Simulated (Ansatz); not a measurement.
Method: DFT PBE, scalar-relativistic, plane waves, PAW in Ansatz. Settings: cutoff 420 eV, Γ-centred meshes spaced at most about 0.3 Å⁻¹, and about 0.25 Å⁻¹ or finer for metals (2π included), Gaussian smearing. No spin polarisation in the final relaxations.

All energies are static (0 K, no zero-point motion).

Two relaxed structures of C:

1.

```cif
data_structure
_symmetry_space_group_name_H-M 'R-3m:H'
_symmetry_Int_Tables_number 166
_cell_length_a 2.5158
_cell_length_b 2.5158
_cell_length_c 18.7275
_cell_angle_alpha 90.000
_cell_angle_beta 90.000
_cell_angle_gamma 120.000
_cell_volume 102.65
loop_
_atom_site_label
_atom_site_type_symbol
_atom_site_symmetry_multiplicity
_atom_site_Wyckoff_symbol
_atom_site_fract_x
_atom_site_fract_y
_atom_site_fract_z
_atom_site_occupancy
C1 C 6 c 0.33333 0.66667 0.90233 1
C2 C 6 c 0.66667 0.33333 0.79211 1
C3 C 6 c 0.00000 0.00000 0.68064 1
```

2.

```cif
data_structure
_symmetry_space_group_name_H-M 'Cmmm'
_symmetry_Int_Tables_number 65
_cell_length_a 2.6979
_cell_length_b 7.8179
_cell_length_c 2.5098
_cell_angle_alpha 90.000
_cell_angle_beta 90.000
_cell_angle_gamma 90.000
_cell_volume 52.94
loop_
_atom_site_label
_atom_site_type_symbol
_atom_site_symmetry_multiplicity
_atom_site_Wyckoff_symbol
_atom_site_fract_x
_atom_site_fract_y
_atom_site_fract_z
_atom_site_occupancy
C1 C 4 j 0.50000 0.41395 0.50000 1
C2 C 4 i 0.50000 0.31077 0.00000 1
```

Question: Which is lower in energy, and by how much?

Answer: Cell 1 is lower, by 285 meV/atom. Cell 1 has space group R-3m (No. 166), 5.7 Å³/atom and a gap of 4.49 eV on its mesh; cell 2 has space group Cmmm (No. 65), 6.6 Å³/atom and no gap. Counting all near atoms (those within 1.25 times the shortest such distance or 1.15 times the sum of covalent radii; a plus sign parts nearer from farther groups; a slash parts the counts of unlike sites), cell 1 has C 4 and cell 2 has C 1+2/2+2. The denser one is the lower, and pressure would at first widen the difference. Both come from invented guesses. A third cell relaxed alike, in Fd-3m, lies 14 meV/atom below the lower of the two. The part of the Crystallography Open Database at hand lists C in space groups No. 58, 69, 71, 141, 166 and others; sharing a group (Fd-3m, Immm and R-3m) doesn't make a cell the listed structure.

Kohn–Sham gaps at this level usually fall short of measured ones. Cells relaxed within their symmetry can be saddle points.
